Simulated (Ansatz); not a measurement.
**Generalised stacking fault on (110) of a KCl-RbCl solid solution (80 atoms): support functions against a reference**

Wanted: errors and times of a linear-scaling basis for generalised stacking fault on (110) of a KCl-RbCl solid solution (80 atoms). A setting counts as converged where the r.m.s. difference of forces stays under 1 % of the r.m.s. force.

Method: Kohn-Sham DFT, PBE, PAW (set soft_2), plane waves, in Ansatz 0.2.0.

Most raw output is cut from this account.

**1. The starting structure**

The cell holds 80 atoms: 13 Rb, 40 Cl and 27 K. Cell: a = 7.339 Å, b = 10.379 Å, c = 26.065 Å, α = 90.0°, β = 88.0°, γ = 90.0°. It derives from KCl and RbCl. CsCl-type KCl lattice (a = 3.6697 Å, the value set for the mixture), cell with z along [110], 2 x 2 x 5 periods; the third cell vector is tilted by 0.250 of [001] and lengthened by 0.1 Å, so the cell holds one fault; displaced by a Gaussian of 0.01 Å; 13 of 40 K sites given to Rb at random (lattice constant by Vegard's rule between KCl and RbCl).

What the set-up can't give: The host structure and its lattice constant were typed by rule, without a check against the phase diagram.

**2. Plane-wave single point**

The first run fixes the reference, at a cutoff of 420 eV.

File input.yaml:

```yaml
crystal:
  lattice:
    - [7.3394, 0.0, 0.0]
    - [0.0, 10.37948, 0.0]
    - [0.91742, 0.0, 26.0487]
  atoms:
    - { symbol: Rb, position: [0.8747, 0.00092, 0.99566] }
    - { symbol: Cl, position: [0.23697, 0.00062, 0.09925] }
    - { symbol: K, position: [0.3761, 0.99894, 0.99608] }
    - { symbol: Cl, position: [0.73896, 0.9991, 0.09992] }
    - { symbol: K, position: [0.87316, 0.49869, 0.99572] }
    - { symbol: Cl, position: [0.23907, 0.49817, 0.09923] }
    - { symbol: K, position: [0.37297, 0.49943, 0.99551] }
    - { symbol: Cl, position: [0.74056, 0.49891, 0.09929] }
[... 68 atom lines left out ...]
    - { symbol: K, position: [0.88897, 0.74971, 0.89558] }
    - { symbol: Cl, position: [0.12453, 0.74949, 0.99572] }
    - { symbol: Rb, position: [0.38957, 0.75033, 0.89632] }
    - { symbol: Cl, position: [0.62783, 0.75161, 0.99571] }
kpoints:
  mp_grid: { grid: [2, 1, 1] }
hamiltonian:
  xc: pbe
scf:
  occupations: { method: fermi_dirac, width: 0.025 }
output:
  forces: true
  stress: true
  populations: true
  dos:
    method: { smearing: { sigma: 0.08 } }
    de: 0.1
    projected: { site_lists: { Cl: [Cl], K: [K], Rb: [Rb] } }
  eigenvalues: true
  write_density: true
  write_potential: true
  volumetric_format: npy
```

Launch:

```bash
$ ansatz run input.yaml --threads 8 --pin off --max-ram 15872MiB --backend cpu --events-out ev --progress --plain --runs-dir out
```

The job ended after 36 s (8 threads of Arm Neoverse V2, shared host; peak memory 6.8 GiB; 4.6 min of CPU time).

Numbers from this run:

```
free energy                                      : -127321.0650 eV
free energy per atom                             : -1591.5133 eV/atom
SCF cycles                                       : 6
pressure                                         : 5.149 GPa
r.m.s. force component                           : 0.1468 eV/Å
longest force                                    : 0.786 eV/Å
Fermi energy                                     : 6.451 eV
gap (highest filled to lowest empty level) : 5.562 eV
spilling of the projection                       : 0.004358
```

The r.m.s. force component of 0.15 eV/Å and the pressure of 5.1 GPa set the scale for the differences below.

**3. Support functions low**

With localised support functions most steps grow linearly with size, though the diagonalisation grows faster unless the density matrix is cut; this run measures error and cost at this size. The level low gives here a grid of 30×48×108 points and a radius of 4.36 Å.

This step: Kohn-Sham DFT, PBE, PAW (set soft_2), localised support functions (low) (Ansatz 0.2.0).

input.yaml, the sections that differ from step 2:

```yaml
scf:
  occupations: { method: fermi_dirac, width: 0.025 }
  eigensolver: { kind: { support_functions: { accuracy: low } } }
  mixing: { beta: 0.2 }
  max_iter: 150
output:
  forces: true
  eigenvalues: true
# crystal, kpoints, hamiltonian: as in step 2
```

Run time: 55 s. Hardware: 8 threads; peak memory 3.1 GiB.

The program notes that the band table was not solved further than the SCF left it and it switched symmetry off.

Keys that differ from the reference: support_functions.accuracy = "low", scf.max_iter = 150 and scf.mixing.beta = 0.2.

Forces differ from the reference by 0.27 meV/Å r.m.s., 0.18 % of their size, well within a tolerance of 1 %; the energy by -0.21 meV/atom. It took 55 s and 14 cycles; the reference's time can't be set against it, since the two runs asked for unlike analyses.

**4. Support functions medium**

The level medium is asked for. Here it resolves to the same grid and radius as in the run with support functions low, so the basis is not new.

This step: Kohn-Sham DFT, PBE, PAW (set soft_2), localised support functions (medium) (Ansatz 0.2.0).

input.yaml, the sections that differ from step 3:

```yaml
scf:
  occupations: { method: fermi_dirac, width: 0.025 }
  eigensolver: { kind: { support_functions: { accuracy: medium } } }
  mixing: { beta: 0.2 }
  max_iter: 150
# crystal, kpoints, hamiltonian, output: as in step 3
```

It took 60 s on 8 threads; peak memory 3.1 GiB.

Keys that differ from the reference: support_functions.accuracy = "medium", scf.max_iter = 150 and scf.mixing.beta = 0.2.

Forces differ from the reference by 0.27 meV/Å r.m.s., 0.18 % of their size, well within a tolerance of 1 %; the energy by -0.21 meV/atom. It took 60 s and 16 cycles; the reference's time can't be set against it, since the two runs asked for unlike analyses.

**5. Support functions high**

The cell is solved in localised support functions. The level high gives here a grid of 48×54×144 points and a radius of 5.21 Å.

This step: Kohn-Sham DFT, PBE, PAW (set soft_2), localised support functions (high) (Ansatz 0.2.0).

input.yaml, the sections that differ from step 4:

```yaml
scf:
  occupations: { method: fermi_dirac, width: 0.025 }
  eigensolver: { kind: { support_functions: { accuracy: high } } }
  mixing: { beta: 0.2 }
  max_iter: 150
# crystal, kpoints, hamiltonian, output: as in step 4
```

The job ended after 4 min (8 threads; peak memory 6.4 GiB).

Keys that differ from the reference: support_functions.accuracy = "high", scf.max_iter = 150 and scf.mixing.beta = 0.2.

Forces differ from the reference by 0.021 meV/Å r.m.s., 0.014 % of their size, well within a tolerance of 1 %. It took 4 min and 19 cycles; the reference's time can't be set against it, since the two runs asked for unlike analyses.

**6. Support functions medium, radius 3.48 Å**

The radius confines each support function; a larger one gives more freedom and more work per atom.

This step: Kohn-Sham DFT, PBE, PAW (set soft_2), localised support functions (medium) (Ansatz 0.2.0).

input.yaml, the sections that differ from step 5:

```yaml
scf:
  occupations: { method: fermi_dirac, width: 0.025 }
  eigensolver: { kind: { support_functions: { accuracy: medium, radius: 3.48 } } }
  mixing: { beta: 0.2 }
  max_iter: 150
# crystal, kpoints, hamiltonian, output: as in step 5
```

Run time: 1.1 s. Hardware: 8 threads; peak memory 0.34 GiB.

The program refuses radii under 4.14 Å for these atoms at this level.

**7. Support functions medium, radius 3.83 Å**

input.yaml, the sections that differ from step 6:

```yaml
scf:
  occupations: { method: fermi_dirac, width: 0.025 }
  eigensolver: { kind: { support_functions: { accuracy: medium, radius: 3.83 } } }
  mixing: { beta: 0.2 }
  max_iter: 150
# crystal, kpoints, hamiltonian, output: as in step 6
```

Elapsed: 1 s, on 8 threads; peak memory 0.33 GiB.

The program refuses radii under 4.14 Å for these atoms at this level.

**8. Other settings**

Changed here: basis.precision = "f64", hamiltonian.dispersion = "d3bjatm", hamiltonian.pseudopotentials.accuracy = "standard", hamiltonian.pseudopotentials.kind = "nc" and scf.eigensolver.kind = "davidson".

This step: Kohn-Sham DFT, PBE+D3(BJ) with three-body term, norm-conserving pseudopotentials, plane waves (Ansatz 0.2.0).

input.yaml, the sections that differ from step 7:

```yaml
hamiltonian:
  xc: pbe
  dispersion: d3bjatm
  pseudopotentials: { kind: nc, accuracy: standard }
scf:
  occupations: { method: fermi_dirac, width: 0.025 }
  eigensolver: { kind: davidson }
output:
  forces: true
  stress: true
  populations: true
  dos:
    method: { smearing: { sigma: 0.15 } }
    de: 0.1
    projected: { site_lists: { Cl: [Cl], K: [K], Rb: [Rb] } }
  eigenvalues: true
basis:
  precision: f64
# crystal, kpoints: as in step 7
```

Wall time 4.4 min (8 threads); peak memory 14 GiB; 34 min of CPU time.

The program notes that it cut back its work space to fit the memory limit.

Forces differ from the reference by 1.2 meV/Å r.m.s., 0.83 % of their size; the pressure by -1.4 GPa. It took 4.4 min and 9 cycles; the reference's time can't be set against it, since the two runs asked for unlike analyses.

Runs without a result: support functions medium, radius 3.48 Å (error); support functions medium, radius 3.83 Å (error).

**9. The ladder side by side**

Each row is set against the plane-wave reference (Kohn-Sham DFT, PBE, PAW (set soft_2), plane waves; r.m.s. force component 0.147 eV/Å). Energies are set beside the reference only for runs with its functional, potentials and electron count. Times are for 8 threads of Arm Neoverse V2, shared host. The reference's time includes the DOS, the stress and grids, which some other runs skip.

```
                                                                                                                                                                                            run  Δ force, r.m.s. (meV/Å)  share of r.m.s. force (%)  Δ energy (meV/atom)  Δ pressure (GPa)  Δ gap (eV)  cycles     time  host memory (GiB)
                                                                                                                                                                                      reference                        -                          -                    -                 -           -       6     36 s                6.8
                                                                                                                                                                          support functions low                    0.268                      0.182               -0.209                 -     -5.0e-4      14     55 s                3.1
                                                                                                                                                                       support functions medium                     0.27                      0.184               -0.209                 -     -2.0e-4      16     60 s                3.1
                                                                                                                                                                         support functions high                    0.021                     0.0143              -0.0166                 -     -3.0e-4      19    4 min                6.4
basis.precision = "f64", hamiltonian.dispersion = "d3bjatm", hamiltonian.pseudopotentials.accuracy = "standard", hamiltonian.pseudopotentials.kind = "nc" and scf.eigensolver.kind = "davidson"                     1.23                      0.835                    -             -1.45      2.0e-4       9  4.4 min                 14
```

**10. The reference in detail**

The comparisons rest on this run, so its electronic structure is set out here.

Neighbours are counted within 3.58 Å (Cl-K), 3.58 Å (Cl-Rb).

Length of the force by element and coordination:

```
element  coordination  atoms  mean length of the force (eV/Å)  spread   least    most
     Cl           all     40                            0.271   0.121   0.123   0.786
     Cl             7      8                            0.420   0.165   0.239   0.786
     Cl             8     32                            0.234  0.0671   0.123   0.355
      K           all     27                            0.120   0.143  0.0072   0.452
      K             7      6                            0.382   0.047   0.300   0.452
      K             8     21                           0.0455  0.0205  0.0072  0.0886
     Rb           all     13                            0.133   0.193  0.0238   0.625
     Rb             7      2                            0.581  0.0434   0.538   0.625
     Rb             8     11                            0.051  0.0175  0.0238  0.0768
```

Löwdin charges by element and coordination (they lack the spilled electrons, 0.035 e an atom on average):

```
element  coordination  atoms  mean charge (e)  spread   least    most
     Cl           all     40           -0.699  6.0e-4  -0.701  -0.698
     Cl             7      8           -0.699  7.0e-4  -0.701  -0.698
     Cl             8     32           -0.699  6.0e-4  -0.701  -0.698
      K           all     27            0.755  0.0063   0.742   0.766
      K             7      6            0.759  0.0054    0.75   0.766
      K             8     21            0.754  0.0062   0.742   0.763
     Rb           all     13            0.797  0.0054   0.787   0.805
     Rb             7      2            0.803  0.0019   0.801   0.805
     Rb             8     11            0.796  0.0051   0.787   0.804
```

Density of states as counts of states in windows of 1 eV (from the Fermi level), total and the larger projections:

```
from (eV)  to (eV)  total   Cl p  Cl s  Rb p    K p
      -18      -16    0.0    0.0   0.0   0.0    0.0
      -16      -15   79.9    0.2  67.3   0.8    6.6
      -15      -14  108.7    0.9   3.1   0.2  104.4
      -14      -13   53.4    0.2   4.0   0.1   49.2
      -13      -12    0.0    0.0   0.0   0.0    0.0
      -12      -11   61.8    1.4   0.9  59.1    0.2
      -11      -10   16.2    0.2   0.2  15.7    0.0
      -10       -6    0.0    0.0   0.0   0.0    0.0
       -6       -5    0.1    0.1   0.0   0.0    0.0
       -5       -4   81.8   75.7   0.2   0.7    0.6
       -4       -3  139.1  134.2   0.3   1.1    0.6
       -3       -2   19.1   18.9   0.0   0.1    0.0
       -2        2    0.0    0.0   0.0   0.0    0.0
        2        3    1.0    0.0   0.2   0.0    0.0
        3        4   16.1    0.2   0.5   0.0    0.0
        4        5   63.6    1.5   1.6   0.1    0.1
```

The curve was stored every 0.10 eV, coarse against its broadening of 0.08 eV, so these counts are rough.

The stored curve holds about 560 of the 640 electrons; the rest, give or take the few that broadening carries across the Fermi level, lie in deeper levels below its range.

The levels nearest the highest filled one (over half full), pooled over k-points and spins:

```
level less the highest filled one (eV)  occupation
                                -0.104           2
                               -0.0704           2
                               -0.0487           2
                               -0.0474           2
                               -0.0252           2
                                     0           2
                                  5.56           0
                                  6.03           0
                                  6.14           0
                                  6.22           0
                                  6.26           0
                                  6.31           0
```

Valence density in the ca plane at fractional y = 0.000, with atoms of Rb and Cl and K within 0.2 Å of it. It is the smooth field of the valence electrons, not physical close to the nuclei.

Values in e/Å³, 11 rows by 16 columns, each cell a mean:
```
1.8 0.8 0.1 0.1 0.4 3.6 1.3 0.1 0.1 0.2 2.9 1.7 0.1 0.1 0.1 1.4
1.3 0.4 0.2 0.3 0.2 2.1 0.8 0.1 0.1 0.2 2.5 1.5 0.1 0.1 0.1 1.5
0.1 0.1 1.0 1.2 0.2 0.2 0.1 0.6 1.0 0.2 0.4 0.2 0.3 0.8 0.2 0.7
0.1 0.1 1.1 1.1 0.2 0.0 0.1 1.0 1.1 0.3 0.0 0.0 0.8 1.2 0.5 0.1
0.7 0.2 0.6 0.8 0.1 0.3 0.1 0.7 1.2 0.2 0.1 0.1 0.6 1.4 0.4 0.1
1.8 0.7 0.1 0.1 0.3 2.7 1.0 0.1 0.2 0.1 1.7 0.9 0.2 0.4 0.1 0.8
1.8 0.7 0.1 0.1 0.3 3.3 1.3 0.1 0.1 0.2 3.2 1.9 0.1 0.1 0.1 2.6
0.6 0.2 0.6 0.7 0.1 0.7 0.3 0.3 0.5 0.1 1.3 0.7 0.1 0.3 0.1 1.6
0.0 0.1 1.1 1.2 0.2 0.0 0.1 0.9 1.3 0.3 0.1 0.1 0.6 1.4 0.3 0.1
0.2 0.1 1.0 1.2 0.2 0.1 0.1 0.9 1.3 0.3 0.0 0.0 0.8 1.1 0.6 0.0
1.6 0.4 0.2 0.3 0.2 1.2 0.4 0.3 0.6 0.1 0.5 0.3 0.3 1.0 0.3 0.3
```
Columns run along c (16.0 Å, from fractional 0.39 to 1.00 of the cell), rows up along a (7.3 Å). Atoms in or near the plane, at fractional coordinates: Rb at (0.00, 0.87), K at (0.00, 0.38), Rb at (0.40, 0.95), Cl at (0.50, 0.19), Rb at (0.40, 0.45), Cl at (0.50, 0.69), K at (0.60, 0.93), Cl at (0.70, 0.16), K at (0.60, 0.43), Cl at (0.70, 0.66), K at (0.80, 0.90), Cl at (0.90, 0.14), K at (0.80, 0.40), Cl at (0.90, 0.64).

(Part 1 of 2 ends here.)

[Logs are printed without paths, hosts, clocks, repeated set-up lines and the standing remarks that a program may print on its own settings, such as how far it seeks lower states.]

[Hosts, paths, dates, database ids (printed as entryN), source tags and the programs' standing remarks are cut or masked in the printed files.]
